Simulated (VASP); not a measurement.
Input of a VASP 6.6.1 run:

File INCAR:

```
SYSTEM = BeSe
ALGO = Normal
EDIFF = 1E-6
EDIFFG = -0.001
ENCUT = 600
GGA = PE
IBRION = 2
ISIF = 3
ISMEAR = 0
LASPH = .True.
LCHARG = .False.
LREAL = .False.
LWAVE = .False.
NELM = 80
NSW = 80
PREC = Accurate
SIGMA = 0.01
```

File KPOINTS:

```
k-points
0
Gamma
  8 8 8
  0 0 0
```

Contents of POSCAR:

```
BeSe
1.0
    0.0000000000      2.5888345887      2.5888345887
    2.5888345887      0.0000000000      2.5888345887
    2.5888345887      2.5888345887      0.0000000000
Be Se
1 1
Direct
    0.0000000000      0.0000000000      0.0000000000
    0.2500000000      0.2500000000      0.2500000000
```

Potentials or basis: VASP PAW PBE potentials, release 64 (Be, Se).

Launch:

```console
$ cat potpaw_PBE.64/Be/POTCAR potpaw_PBE.64/Se/POTCAR > POTCAR
$ mpirun -np 1 vasp_std > vasp.out
```

Problem. Predict the space group after relaxing (to 0.05 Å).

Solution. F-43m (No. 216).

Problem. What does it give for the band gap on the k mesh?

Solution. 2.67 eV, indirect (least direct gap 4.20 eV).

Problem. Predict the relaxed cell.

Solution. a = 3.664 Å, b = 3.664 Å, c = 3.664 Å, α = 60.00°, β = 60.00°, γ = 60.00°.

Final structure:
```xyz
2
Lattice="0.0000 2.5910 2.5910 2.5910 0.0000 2.5910 2.5910 2.5910 0.0000" Properties=species:S:1:pos:R:3 pbc="T T T"
Be    0.0000    0.0000    0.0000
Se    1.2955    1.2955    1.2955
```

A k mesh can miss the band edges.
